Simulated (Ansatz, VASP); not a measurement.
Two plane-wave programs on Ta

```
CELL_PARAMETERS angstrom
-1.45980 1.64023 1.39419
1.45980 -1.64023 1.39419
1.45980 1.64023 -1.39419
ATOMIC_POSITIONS crystal
Ta 0.00000 0.00000 0.00000
```

Change from the starting cell: normal strain along x -0.1100, normal strain along z -0.1500.

Alike in both runs: task single point; functional PBEsol; k mesh 20 × 20 × 20; occupations gaussian, width 0.15 eV; no spin polarisation.

|  | VASP | Ansatz |
| --- | --- | --- |
| version | VASP 6.6.1 | Ansatz 0.2.0 |
| potentials or method | VASP PAW PBE potentials, release 64 (Ta_pv) | scalar-relativistic, plane waves, PAW |
| plane-wave cutoff (eV) | 520 | 420 |
| valence electrons in the cell | 11 | 13 |

```tsv
	VASP	Ansatz	Ansatz less VASP
gap on the k mesh at the Fermi level (eV)	none	none	-
pressure (GPa)	102.2	100.3	-1.85
largest component of the traceless stress (GPa)	23.13	23.07	-0.060
```

A gap of «none» marks a metal or a gap that the smearing closes. The two sets of potentials don't hold the same shells in valence. Ansatz warned: «pseudo_functional_mismatch».

Caveats: the cell as given lies far from equilibrium; so large a pressure means that the cell lies far from this level's equilibrium, or that cutoff or potentials fall short (VASP); the potentials were made for another functional, which shifts forces and pressure (VASP). The runs have no spin-orbit coupling, so splittings on Ta are missing.
